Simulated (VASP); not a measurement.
# Si (Fd-3m) in VASP: notebook

The runs below take Si through G0W0 quasiparticle levels, band structure, with PBE, TPSS, B3LYP, r2SCAN.

Program: VASP 6.6.1. These are calculated values, not measurements. Logs are shortened: lines on timing, memory, paths and dates and some standing lists are left out, and cuts for length are marked.

## 1. Starting point

It takes space group Fd-3m (No. 227, cubic). Conventional cell: a = 5.444 Å, b = 5.444 Å, c = 5.444 Å, α = 90.00°, β = 90.00°, γ = 90.00°. Si (site symmetry -43m) has 4 Si at 2.36 Å as nearest neighbours.

## 2. G0W0 quasiparticle levels, PBE

POSCAR

```
Si
1.0
    0.0000000000      2.7218511865      2.7218511865
    2.7218511865      0.0000000000      2.7218511865
    2.7218511865      2.7218511865      0.0000000000
Si
2
Direct
    0.5000000000      0.5000000000      0.5000000000
    0.7500000000      0.7500000000      0.7500000000
```

INCAR.step1

```
SYSTEM = Si
ALGO = Normal
EDIFF = 1E-8
ENCUT = 450
GGA = PE
ISMEAR = 0
LASPH = .True.
LCHARG = .False.
LREAL = .False.
LWAVE = .True.
NELM = 60
PREC = Accurate
SIGMA = 0.01
```

INCAR.step2

```
SYSTEM = Si
ALGO = Exact
EDIFF = 1E-8
ENCUT = 450
GGA = PE
ISMEAR = 0
ISTART = 1
LASPH = .True.
LCHARG = .False.
LOPTICS = .True.
LREAL = .False.
LWAVE = .True.
NBANDS = 52
NELM = 1
PREC = Accurate
SIGMA = 0.01
```

INCAR.step3

```
SYSTEM = Si
ALGO = EVGW0
EDIFF = 1E-8
ENCUT = 450
ENCUTGW = 150
GGA = PE
ISMEAR = 0
ISTART = 1
LASPH = .True.
LCHARG = .False.
LREAL = .False.
LWAVE = .False.
NBANDS = 52
NBANDSGW = 12
NELMGW = 1
NOMEGA = 24
PREC = Accurate
PRECFOCK = Fast
SIGMA = 0.01
```

KPOINTS

```
k-points
0
Gamma
  3 3 3
  0 0 0
```

Potentials or basis: VASP PAW PBE potentials, release 64 (Si_GW).

Launch:

```console
cat potpaw_PBE.64/Si_GW/POTCAR > POTCAR
cp INCAR.step1 INCAR
mpirun -np 1 vasp_std > vasp.out
cp INCAR.step2 INCAR
mpirun -np 1 vasp_std > vasp.out
cp INCAR.step3 INCAR
mpirun -np 1 vasp_std > vasp.out
```

OUTCAR:

```text
SYSTEM = Si
   EDIFF = 1E-8
   ENCUT = 450
   ENCUTGW = 150
   GGA = PE
   ISMEAR = 0
   ISTART = 1
   LASPH = .True.
   LREAL = .False.
   NELMGW = 1
   PREC = Accurate
   PRECFOCK = Fast

 Found      4 irreducible k-points:

 Following reciprocal coordinates:
            Coordinates               Weight
  0.000000  0.000000  0.000000      1.000000
  0.333333  0.000000  0.000000      8.000000
  0.333333  0.333333  0.000000      6.000000
 -0.333333  0.333333  0.000000     12.000000
   k-points           NKPTS =      4   k-points in BZ     NKDIM =     27   number of bands    NBANDS=     52
   number of dos      NEDOS =    301   number of ions     NIONS =      2
   total plane-waves  NPLWV =  21952
   dimension x,y,z NGX =    28 NGY =   28 NGZ =   28
   dimension x,y,z NGXF=    56 NGYF=   56 NGZF=   56
   ions per type =               2
   NGX,Y,Z   is equivalent  to a cutoff of  12.09, 12.09, 12.09 a.u.
   NGXF,Y,Z  is equivalent  to a cutoff of  24.19, 24.19, 24.19 a.u.
 SYSTEM =  Si
   PREC   = accura    normal or accurate (medium, high low for compatibility)
   ISTART =      1    job   : 0-new  1-cont  2-samecut
   ICHARG =      0    charge: 1-file 2-atom 10-const
   ISPIN  =      1    spin polarized calculation?
   LNONCOLLINEAR =      F non collinear calculations
   LSORBIT =      F    spin-orbit coupling
   LASPH  =      T    aspherical Exc in radial PAW
   ENCUT  =  450.0 eV  33.07 Ry    5.75 a.u.   6.66  6.66  6.66*2*pi/ulx,y,z
   NELM   =     60;   NELMIN=  2; NELMDL=  0     # of ELM steps
   EDIFF  = 0.1E-07   stopping-criterion for ELM
   LREAL  =      F    real-space projection
   EDIFFG = 0.1E-06   stopping-criterion for IOM
   NSW    =      0    number of steps for IOM
   IBRION =     -1    ionic relax: 0-MD 1-quasi-New 2-CG
   NFREE  =      0    steps in history (QN), initial steepest desc. (CG)
   ISIF   =      0    stress and relaxation
   ISYM   =      3    0-nonsym 1-usesym 2-fastsym
   POTIM  = 0.5000    time-step for ionic-motion
   TEBEG  =    0.0;   TEEND  =   0.0 temperature during run
   PSTRESS=    0.0 pullay stress
   NELECT =       8.0000    total number of electrons
   NUPDOWN=      -1.0000    fix difference up-down
   EMIN   =  10.00;   EMAX   =-10.00  energy-range for DOS
   EFERMI =   0.00;   METHOD = LEGACY
   ISMEAR =     0;   SIGMA  =   0.01  broadening in eV -4-tet -1-fermi 0-gaus
   EFERMI_NEDOS =   21; number of points for ismear=-14 and -15
   IALGO  =     38    algorithm
   IMIX   =      4    mixing-type and parameters
     AMIX     =   0.40;   BMIX     =  1.00
     AMIX_MAG =   1.60;   BMIX_MAG =  1.00
  volume/ion in A,a.u.               =      20.16       136.08
  Fermi-wavevector in a.u.,A,eV,Ry     =   0.954766  1.804247 12.402783  0.911579
  Thomas-Fermi vector in A             =   2.083543
   LORBIT       =      0    0 simple, 1 ext, 2 COOP (PROOUT), +10 PAW based schemes
   GGA     = PE    functional components
   LHFCALC =     T    Hartree Fock is set to
   PRECFOCK=fast      Normal, Fast or Accurate (Low or Medium for compatibility)
   ENCUT4O =  -1.0   cutoff for four orbital integrals eV
   NKREDX  =     1    reduce k-point grid by
   NKREDY  =     1    reduce k-point grid by
   NKREDZ  =     1    reduce k-point grid by
   AEXX    =    1.0000 exact exchange contribution
   HFSCREEN=    0.0000 screening length (either q_TF or 0.3 A-1)
   HFSCREENC=   0.0000 screening length for correlation (either q_TF or 0.3 A-1)
   ENCUTFOCK=  -1.0 apply spherical cutoff to Coloumb kernel
   IVDW    =     0    specifies the selected vdW correction
   LEPSILON=     F    determine dielectric tensor
   LRPA    =     F    only Hartree local field effects (RPA)
   LRPAFORCE           =     F    calculate RPA forces
   ENCUTGW             = 150.0    cutoff for response function in eV
   ENCUTGWSOFT         = 120.0    soft cutoff for Coulomb kernel in GW response function in eV
   ENCUTLF             =  -1.0    cutoff for local field effects
   NELMGW              =     1    number of iterations in solving QP/BSE equation
   NELMHF              =     1    number of iterations in the inner HF iteration
   NKREDLFX            =     1    NKREDLFY  =   1   NKREDLFZ  =   1
 non-spin polarized calculation
 Gauss-broadening in eV      SIGMA  =   0.01
  energy-cutoff  :      450.00
  volume of cell :       40.33
 maximum number of plane-waves:       893
 NGX is ok and might be reduce to    28
  NGX = 16; NGY = 16; NGZ = 16
   NGX = 13   NGY = 13   NGZ = 13
 maximum number of plane-waves:       172

 QP shifts <psi_nk| G(iteration)W_0 |psi_nk>: iteration 1
 for sc-GW calculations column KS-energies equals QP-energies in previous step
 and V_xc(KS)=  KS-energies - (<T + V_ion + V_H > + <T+V_H+V_ion>^1  + <V_x>^1)

 k-point   1 :       0.0000    0.0000    0.0000
  band No.  KS-energies  QP-energies   sigma(KS)   V_xc(KS)     V^pw_x(r,r')   Z            occupation Imag(sigma)

      1      -6.4325      -6.5588     -10.6134     -10.4342     -17.4248       0.7049       2.0000       1.3539
      2       5.5010       5.4614     -11.4783     -11.4221     -13.4294       0.7053       2.0000      -0.1207
      3       5.5010       5.4614     -11.4783     -11.4221     -13.4294       0.7053       2.0000      -0.1207
      4       5.5010       5.4614     -11.4783     -11.4221     -13.4294       0.7053       2.0000      -0.1207
      5       8.0158       8.4666      -9.4397     -10.0709      -5.3656       0.7143       0.0000      -0.2488
      6       8.0158       8.4666      -9.4397     -10.0709      -5.3656       0.7143       0.0000      -0.2488
      7       8.0158       8.4666      -9.4397     -10.0709      -5.3656       0.7143       0.0000      -0.2488
      8       8.7867       9.3687     -10.2089     -11.0339      -5.5737       0.7055       0.0000      -0.2540
      9      13.1689      13.9357      -8.9680      -9.9879      -4.1513       0.7518       0.0000      -0.6056
     10      13.1689      13.9357      -8.9680      -9.9879      -4.1513       0.7518       0.0000      -0.6056
     11      13.4319      13.4637      -7.5663      -7.6090      -2.4805       0.7442       0.0000      -0.5102
     12      16.6688      16.8206      -8.0389      -8.2483      -2.1676       0.7249       0.0000      -0.8326

 k-point   2 :       0.3333    0.0000    0.0000
  band No.  KS-energies  QP-energies   sigma(KS)   V_xc(KS)     V^pw_x(r,r')   Z            occupation Imag(sigma)

      1      -5.0623      -5.1234     -10.6907     -10.5993     -17.0078       0.6679       2.0000       0.9607
      2       0.1680       0.0681     -10.6625     -10.5202     -14.3244       0.7018       2.0000       0.1555
      3       4.4958       4.4702     -11.1895     -11.1531     -13.4034       0.7033       2.0000      -0.1027
      4       4.4958       4.4702     -11.1895     -11.1531     -13.4034       0.7033       2.0000      -0.1027
      5       7.2191       7.6748      -9.4709     -10.1028      -5.4756       0.7211       0.0000      -0.2212
      6       8.9604       9.4348      -9.2342      -9.8666      -4.9457       0.7502       0.0000      -0.3832
      7       8.9604       9.4348      -9.2342      -9.8666      -4.9457       0.7502       0.0000      -0.3832
      8      13.3234      13.5409      -8.5674      -8.8577      -3.1419       0.7490       0.0000      -0.6314
      9      13.4336      13.9482      -9.0995      -9.7882      -3.9518       0.7473       0.0000      -0.7062
     10      13.4336      13.9482      -9.0995      -9.7882      -3.9518       0.7473       0.0000      -0.7062
     11      14.5657      14.8092      -8.8149      -9.1562      -3.3876       0.7134       0.0000      -0.5461
     12      19.0513      19.1700      -9.0535      -9.2111      -2.6653       0.7535       0.0000      -1.0117

 k-point   3 :       0.3333    0.3333    0.0000
  band No.  KS-energies  QP-energies   sigma(KS)   V_xc(KS)     V^pw_x(r,r')   Z            occupation Imag(sigma)

      1      -4.5371      -4.6062     -10.7216     -10.6186     -16.7869       0.6713       2.0000       0.8268
      2       0.4886       0.4004     -11.2676     -11.1432     -14.8598       0.7083       2.0000       0.0554
      3       3.0777       3.0288     -10.7738     -10.7048     -13.4407       0.7089       2.0000      -0.0775
      4       3.0777       3.0288     -10.7738     -10.7048     -13.4407       0.7089       2.0000      -0.0775
      5       6.2001       6.5660      -8.6592      -9.1598      -5.0102       0.7310       0.0000      -0.1798
      6       7.4600       7.8586      -8.3351      -8.8784      -4.3832       0.7336       0.0000      -0.2527
      7      12.7127      13.2617      -9.9663     -10.7080      -4.7382       0.7401       0.0000      -0.6939
      8      12.7127      13.2617      -9.9663     -10.7080      -4.7382       0.7401       0.0000      -0.6939
      9      15.2618      15.7863     -10.2066     -10.9514      -4.4190       0.7043       0.0000      -0.6493
     10      15.3039      15.8818      -9.2364     -10.0353      -3.7360       0.7234       0.0000      -0.7826
     11      18.5419      18.6069      -8.7837      -8.8703      -2.5853       0.7504       0.0000      -0.9565
     12      18.8973      19.1816      -9.6785     -10.0577      -2.8971       0.7496       0.0000      -1.3134
[... 183 lines left out ...]
 k-point   3 :       0.3333    0.3333    0.0000
  band No. old QP-enery  QP-energies   sigma(KS)   T+V_ion+V_H  V^pw_x(r,r')   Z            occupation Imag(sigma)

      1      -4.6086      -4.6067     -10.6872       6.0815     -16.7869       0.6670       2.0000       0.8303
      2       0.4238       0.4267     -11.2039      11.6317     -14.8598       0.7067       2.0000       0.0535
      3       3.0439       3.0460     -10.7355      13.7825     -13.4407       0.7081       2.0000      -0.0736
      4       3.0439       3.0460     -10.7355      13.7825     -13.4407       0.7081       2.0000      -0.0736
      5       6.6495       6.6527      -8.7060      15.3599      -5.0102       0.7304       0.0000      -0.1732
      6       7.9467       7.9500      -8.3872      16.3384      -4.3832       0.7299       0.0000      -0.2366
      7      13.3770      13.3811     -10.0381      23.4207      -4.7382       0.7243       0.0000      -0.6735
      8      13.3770      13.3811     -10.0381      23.4207      -4.7382       0.7243       0.0000      -0.6735
      9      15.8846      15.8879     -10.3238      26.2132      -4.4190       0.6929       0.0000      -0.6152
     10      15.9833      15.9864      -9.3515      25.3392      -3.7360       0.7090       0.0000      -0.7573
     11      18.6640      18.6672      -8.7439      27.4121      -2.5853       0.7526       0.0000      -0.9137
     12      19.2434      19.2458      -9.7085      28.9551      -2.8971       0.7472       0.0000      -1.3002

 k-point   4 :      -0.3333    0.3333    0.0000
  band No. old QP-enery  QP-energies   sigma(KS)   T+V_ion+V_H  V^pw_x(r,r')   Z            occupation Imag(sigma)

      1      -3.2453      -3.2432     -10.9601       7.7178     -16.4741       0.6724       2.0000       0.5577
      2      -1.3527      -1.3506     -10.9716       9.6220     -15.5005       0.6867       2.0000       0.2730
      3       0.9705       0.9732      -9.9596      10.9340     -12.9795       0.7005       2.0000       0.0942
      4       3.3504       3.3525     -10.8468      14.2001     -13.4271       0.7162       2.0000      -0.1006
      5       7.5145       7.5178      -8.6603      16.1792      -4.7336       0.7354       0.0000      -0.2209
      6      11.6725      11.6757      -9.3008      20.9775      -4.5675       0.7539       0.0000      -0.5558
      7      12.5444      12.5485      -9.6152      22.1653      -4.3400       0.7272       0.0000      -0.5862
      8      13.1341      13.1382      -9.8915      23.0310      -4.6738       0.7420       0.0000      -0.6464
      9      13.4501      13.4541      -9.6686      23.1244      -4.1378       0.7170       0.0000      -0.5958
     10      13.6938      13.6972      -9.1780      22.8762      -4.1666       0.7608       0.0000      -0.7238
     11      19.9423      19.9450      -8.5209      28.4669      -2.3238       0.7406       0.0000      -1.0125
     12      20.4309      20.4330      -8.1090      28.5427      -2.0224       0.7493       0.0000      -1.0581
```

It took 58 s on 1 thread of Intel Xeon Platinum 8559C (Emerald Rapids), shared host; peak memory 0.24 GiB.

These settings aren't checked as converged: the numbers below hold their error.

Results:

| Property | Result |
| --- | --- |
| Band gap on the k mesh, mean-field level | 0.70 eV, indirect (least direct gap 2.51 eV) |
| Quasiparticle gap | 1.10 eV |

Caveat: the k mesh is coarse (spacing up to 0.67 Å⁻¹), so the values aren't converged; bands, screening cutoff and mesh are small and nothing is extrapolated, so the quasiparticle values aren't converged; the log holds further tables after the one-shot step; the gap given is that of the first; an odd mesh through Γ misses points on the zone boundary, where band edges often lie.

## 3. Band structure, TPSS

INCAR

```
SYSTEM = Si
PREC = Accurate
ENCUT = 520
EDIFF = 1E-7
ISMEAR = -1
SIGMA = 0.05
LREAL = .FALSE.
LASPH = .TRUE.
NELM = 100
ALGO = Normal
ISIF = 2
LWAVE = .FALSE.
LCHARG = .FALSE.
METAGGA = TPSS
LMIXTAU = .TRUE.
```

KPOINTS

```
regular mesh
0
G
  8 8 8
  0 0 0
```

POSCAR is that of step 2.

KPOINTS_OPT

```
path GXWKGLUWLK,UX
15
line-mode
reciprocal
 0.0000000000  0.0000000000  0.0000000000  G
 0.5000000000  0.0000000000  0.5000000000  X

 0.5000000000  0.0000000000  0.5000000000  X
 0.5000000000  0.2500000000  0.7500000000  W

 0.5000000000  0.2500000000  0.7500000000  W
 0.3750000000  0.3750000000  0.7500000000  K

 0.3750000000  0.3750000000  0.7500000000  K
 0.0000000000  0.0000000000  0.0000000000  G

 0.0000000000  0.0000000000  0.0000000000  G
 0.5000000000  0.5000000000  0.5000000000  L

 0.5000000000  0.5000000000  0.5000000000  L
 0.6250000000  0.2500000000  0.6250000000  U

 0.6250000000  0.2500000000  0.6250000000  U
 0.5000000000  0.2500000000  0.7500000000  W

 0.5000000000  0.2500000000  0.7500000000  W
 0.5000000000  0.5000000000  0.5000000000  L

 0.5000000000  0.5000000000  0.5000000000  L
 0.3750000000  0.3750000000  0.7500000000  K

 0.6250000000  0.2500000000  0.6250000000  U
 0.5000000000  0.0000000000  0.5000000000  X
```

Potentials or basis: VASP PAW PBE potentials, release 64 (Si).

Launch:

```console
cat potpaw_PBE.64/Si/POTCAR > POTCAR
mpirun -np 1 vasp_std > vasp.out
```

Wall time 87 s (1 thread of Intel Xeon 6975P-C (Granite Rapids), shared host); peak memory 0.14 GiB.

Results (log left out):

| Property | Result |
| --- | --- |
| Free energy | -19.6392 eV |
| Pressure | 0.4 GPa |
| Band gap on the k mesh | 0.70 eV, indirect (least direct gap 2.72 eV) |
| Band gap along the path | 0.66 eV, indirect (least direct gap 2.72 eV) |

Levels at the corners of the path, in eV from the valence-band top:
```csv
point,band 2,band 3,band 4,band 5,band 6,band 7
Γ,0.00,0.00,0.00,2.72,2.72,2.72
X,-7.87,-2.85,-2.85,0.79,0.79,10.41
X,-7.87,-2.85,-2.85,0.79,0.79,10.41
W,-7.70,-3.85,-3.85,4.34,4.34,5.22
W,-7.70,-3.85,-3.85,4.34,4.34,5.22
K,-7.27,-4.31,-2.42,1.30,4.24,7.70
K,-7.27,-4.31,-2.42,1.30,4.24,7.70
Γ,0.00,0.00,0.00,2.72,2.72,2.72
Γ,0.00,0.00,0.00,2.72,2.72,2.72
L,-7.01,-1.19,-1.19,1.69,3.49,3.49
L,-7.01,-1.19,-1.19,1.69,3.49,3.49
U,-7.27,-4.31,-2.42,1.30,4.24,7.70
U,-7.27,-4.31,-2.42,1.30,4.24,7.70
W,-7.70,-3.85,-3.85,4.34,4.34,5.22
W,-7.70,-3.85,-3.85,4.34,4.34,5.22
L,-7.01,-1.19,-1.19,1.69,3.49,3.49
L,-7.01,-1.19,-1.19,1.69,3.49,3.49
K,-7.27,-4.31,-2.42,1.30,4.24,7.70
U,-7.27,-4.31,-2.42,1.30,4.24,7.70
X,-7.87,-2.85,-2.85,0.79,0.79,10.42
```

Caveat: the PAW data sets were made with another functional, which shifts forces and pressure a little. TPSS opens gaps a little over a GGA but as a rule still falls short of measured ones.

(Part 1 of 3 ends here.)
